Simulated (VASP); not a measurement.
## Cl under changes of volume

One of the cells (26.999 Å³/atom); the others are scaled copies at fixed shape and fractional positions:

```
CELL_PARAMETERS angstrom
3.42585 -1.96437 0.00000
3.42585 1.96437 0.00000
0.00000 0.00000 8.02403
ATOMIC_POSITIONS crystal
Cl 0.37555 0.62445 0.38987
Cl 0.12445 0.87555 0.88987
Cl 0.62445 0.37555 0.61013
Cl 0.87555 0.12445 0.11013
```

```yaml
Program: VASP 6.6.1
Functional: PBEsol
Potentials_or_basis: VASP PAW PBE potentials, release 64 (Cl)
Cutoff: 520 eV
k_mesh: 6 × 6 × 4
Occupations: gaussian, width 0.02 eV
Spin: no spin polarisation
```

```csv
volume (Å³/atom),energy over the lowest point (meV/atom),pressure (GPa),gap on the mesh (eV),largest force (eV/Å)
25.919,?,?,?,?
26.459,1.13,0.6,2.23,0.216
26.999,0.00,-0.1,2.16,0.002
27.539,1.08,-0.7,2.09,0.198
28.079,4.15,-1.2,2.02,0.385
```

What does the run at 25.919 Å³/atom give?

Energy over the lowest point 4.75 meV/atom; pressure 1.4 GPa; gap on the mesh 2.31 eV; largest force 0.448 eV/Å.

Worked out: A Birch-Murnaghan fit of order 2 (a polynomial in V^(-2/3)) to the other rows has its minimum at 27.00 Å³/atom with B0 = V·E''(V) = 33 GPa at fixed shape and positions, which overstates the stiffness. It gives 4.69 meV/atom at 25.919 Å³/atom, against the run's 4.75, and -dE/dV = 1.4 GPa, against 1.4. A straight line through the other rows of the gap, of slope -3.53 eV per unit of ln V (its deformation potential), extrapolates to 2.30 eV, against the run's 2.31.

Energies are extrapolated to zero smearing.

Caveats: the PAW data sets were made with another functional, which shifts forces and pressure a little.

A mesh can miss the band edges.
